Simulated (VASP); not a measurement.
Set up this calculation in VASP 6.6.1, as the native input.

```yaml
Task: single point
Functional: PBE
Potentials_or_basis: VASP PAW PBE potentials, release 64 (Ge_d, Pt)
Cutoff: 520 eV
k_mesh: 4 × 6 × 4
Occupations: gaussian, width 0.15 eV
Spin: no spin polarisation
Further_INCAR_settings: PREC = Normal; LREAL = Auto; ALGO = Fast; EDIFF = 1e-05
```

The structure of GePt lies in POSCAR:

```
GePt
1.0
    5.8185200000      0.0000000000      0.0000000000
    0.0000000000      3.7530500000      0.0000000000
    0.0000000000      0.0000000000      6.1841100000
Ge Pt
4 4
Direct
    0.6865260000      0.2500000000      0.5881940000
    0.8134740000      0.7500000000      0.0881940000
    0.3134740000      0.7500000000      0.4118060000
    0.1865260000      0.2500000000      0.9118060000
    0.9977050000      0.2500000000      0.3074150000
    0.5022950000      0.7500000000      0.8074150000
    0.0022950000      0.7500000000      0.6925850000
    0.4977050000      0.2500000000      0.1925850000
```

The cell was built by a generator and needn't be a form met in nature.

One way to write it, as run:

INCAR

```
SYSTEM = GePt
PREC     = Normal         ! precision mode
ENCUT    = 520            ! plane-wave cutoff, eV
EDIFF    = 1E-5           ! SCF threshold, eV
ISMEAR   = 0              ! smearing method
SIGMA    = 0.15           ! smearing width, eV
LREAL    = Auto         
LASPH    = .True.         ! aspherical terms in the spheres
NELM     = 80             ! most SCF steps
ALGO     = Fast           ! electronic algorithm
ISIF     = 2              ! what is computed and relaxed
LWAVE    = .False.        ! write WAVECAR
LCHARG   = .False.        ! write CHGCAR
GGA      = PE             ! functional
```

KPOINTS

```
regular mesh
0
Gamma
  4 6 4
  0 0 0
```

Potentials or basis: VASP PAW PBE potentials, release 64 (Ge_d, Pt).

Launch:

```console
$ cat potpaw_PBE.64/Ge_d/POTCAR potpaw_PBE.64/Pt/POTCAR > POTCAR
$ mpirun -np 1 vasp_std > vasp.out
```

It gave:

| Item | Value |
| --- | --- |
| Pressure | -0.3 GPa |
| Largest force | 0.033 eV/Å |
| Band gap on the k mesh | none (metal or under the smearing width) |

Wall time 100 s on 1 thread of AMD EPYC 9R45 96-Core Processor (Zen 5), on a shared host, peak memory 0.26 GiB.
